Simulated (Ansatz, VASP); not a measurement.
## Two plane-wave programs on Ir

```
Ir
1.0
     4.39190    0.00000    0.00000
    -2.19595    3.80350    0.00000
     0.00000    0.00000    2.71758
Ir
3
Direct
  0.00000 0.00000 0.00000
  0.33333 0.66667 0.50000
  0.66667 0.33333 0.50000
```

Alike in both runs: task single point; functional BLYP; k mesh 9 × 9 × 13; occupations fermi-dirac, width 0.1 eV; no spin polarisation.

```csv
,VASP,Ansatz
version,VASP 6.6.1,Ansatz 0.2.0
potentials or method,"VASP PAW PBE potentials, release 64 (Ir)","plane waves (420 eV) with PAW, scalar-relativistic"
plane-wave cutoff (eV),520,420
valence electrons in the cell,27,51
```

|  | VASP | Ansatz | Ansatz less VASP |
| --- | --- | --- | --- |
| pressure (GPa) | 14.7 | 12.2 | -2.52 |
| largest component of the traceless stress (GPa) | 1.76 | 1.49 | -0.274 |

The two sets of potentials don't hold the same shells in valence.

Caveats: the PAW data sets were made with another functional, which shifts forces and pressure a little (VASP). The runs have no spin-orbit coupling, so splittings on Ir are missing.
